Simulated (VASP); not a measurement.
Crystal: AlN.

```xyz
4
Lattice="3.2453 0.0000 0.0000 -1.6226 2.8105 0.0000 0.0000 0.0000 5.2006" Properties=species:S:1:pos:R:3 pbc="T T T"
Al    0.0000    1.8736   -0.0146
Al    1.6226    0.9368    2.5857
N     0.0000    1.8736    1.9648
N     1.6226    0.9368    4.5651
```

The cell was built by a generator and needn't be a form met in nature.

The cell isn't the ideal one: hydrostatic strain +4.5%.

Base run:

```yaml
Program: VASP 6.6.1
Functional: r2SCAN
Potentials_or_basis: VASP PAW PBE potentials, release 64 (Al, N)
Cutoff: 520 eV
k_mesh: 12 × 12 × 6
Occupations: gaussian, width 0.01 eV
Spin: no spin polarisation
```

Its results: band gap on the k mesh 3.77 eV, direct; pressure -21.8 GPa.

Q: The run is repeated on the same cell with these changes: functional from r2SCAN to PBE; occupations from gaussian, width 0.01 eV to fermi-dirac, width 0.02 eV. What comes out?

A: Band gap on the k mesh 3.15 eV, direct; pressure -17.1 GPa.

Caveats: so large a pressure means that the cell lies far from this level's equilibrium, or that cutoff or potentials fall short; the potentials were made for another functional, which shifts forces and pressure (some runs).

A k mesh can miss the band edges.
